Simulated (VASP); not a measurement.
Wanted: the native input for a VASP 6.6.1 run.

- Task: single point
- Functional: PBE
- Potentials or basis: VASP PAW PBE potentials, release 64 (Nb_sv)
- Cutoff: 520 eV
- k mesh: 10 × 7 × 1
- Occupations: gaussian, width 0.1 eV
- Spin: no spin polarisation
- Dipole correction: yes
- Further INCAR settings: ALGO = Fast; EDIFF = 1e-07; NBANDS = 34

The structure of Nb lies in POSCAR:

```
Nb
1.0
    2.9829001615      0.0000000000      0.0000000000
    0.0000000000      4.2184578637      0.0000000000
    0.0000000000      0.0000000000     18.4743502423
Nb
4
Direct
    0.5000000000      0.5000000000      0.3789037183
    0.0000000000      0.0000000000      0.4596345728
    0.5000000000      0.5000000000      0.5452081066
    0.0000000000      0.0000000000      0.6123500380
```

The cell isn't the ideal one: clean slab, lower half held.

These files were run (other wordings do the same):

INCAR

```
SYSTEM = Nb
ALGO = Fast ; DIPOL = 0.5 0.5 0.499
EDIFF = 1E-7 ; ENCUT = 520
GGA = PE ; IDIPOL = 3
ISIF = 2 ; ISMEAR = 0
LASPH = .True. ; LCHARG = .False.
LDIPOL = .True. ; LREAL = .False.
LWAVE = .False. ; NBANDS = 34
NELM = 100 ; PREC = Accurate
SIGMA = 0.1
```

KPOINTS

```
k-points
0
Gamma
  10 7 1
  0 0 0
```

Potentials or basis: VASP PAW PBE potentials, release 64 (Nb_sv).

Launch:

```bash
$ cat potpaw_PBE.64/Nb_sv/POTCAR > POTCAR
$ mpirun -np 1 vasp_std > vasp.out
```

Results of the run:

| Quantity | Value |
| --- | --- |
| Largest force | 1.365 eV/Å |
| Band gap on the k mesh | none (metal or under the smearing width) |

It took 12 min on 1 thread of Intel(R) Xeon(R) Platinum 8375C CPU @ 2.90GHz (Ice Lake), on a shared host, peak memory 0.38 GiB.
